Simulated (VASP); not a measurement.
Elastic constants (GPa) of a crystal from PBE GGA, VASP's PBE PAW potentials (set 64) in VASP 6.6.1:

|  | xx | yy | zz | yz | xz | xy |
|---|---|---|---|---|---|---|
| xx | 198.2 | 93.8 | 75.9 | 0.0 | 0.0 | 0.0 |
| yy | 93.8 | 198.2 | 75.9 | 0.0 | 0.0 | 0.0 |
| zz | 75.9 | 75.9 | 204.9 | 0.0 | 0.0 | 0.0 |
| yz | 0.0 | 0.0 | 0.0 | 46.5 | 0.0 | 0.0 |
| xz | 0.0 | 0.0 | 0.0 | 0.0 | 46.5 | 0.0 |
| xy | 0.0 | 0.0 | 0.0 | 0.0 | 0.0 | 52.2 |

Finite-difference elastic constants of metals are sensitive to mesh and smearing; shear constants can be off by tens of GPa.

**Question.** Work out the Voigt, Reuss and Hill moduli, Young's modulus and Poisson's ratio.

**Answer.** All eigenvalues are positive (smallest 46.5 GPa), so the crystal is stable. K_V = (C11+C22+C33+2(C12+C13+C23))/9 = (601.3 + 2×245.6)/9 = 121.4 GPa; G_V = (601.3 − 245.6 + 3×145.2)/15 = 52.8 GPa. From the compliances, K_R = 121.3 GPa and G_R = 51.9 GPa. Hill: K = 121.4 GPa, G = 52.3 GPa, E = 9KG/(3K+G) = 137.2 GPa, ν = (3K−2G)/(2(3K+G)) = 0.312. K/G = 2.32, above Pugh's 1.75; universal anisotropy A^U = 0.09.

**Question.** With a density of 6.64 g/cm³, what are the mean sound speeds?

**Answer.** v_l = √((K+4G/3)/ρ) = 5.36 km/s and v_t = √(G/ρ) = 2.81 km/s. The crystal is InN (wurtzite), hexagonal.

The compound is InN in the wurtzite structure. It was relaxed first.
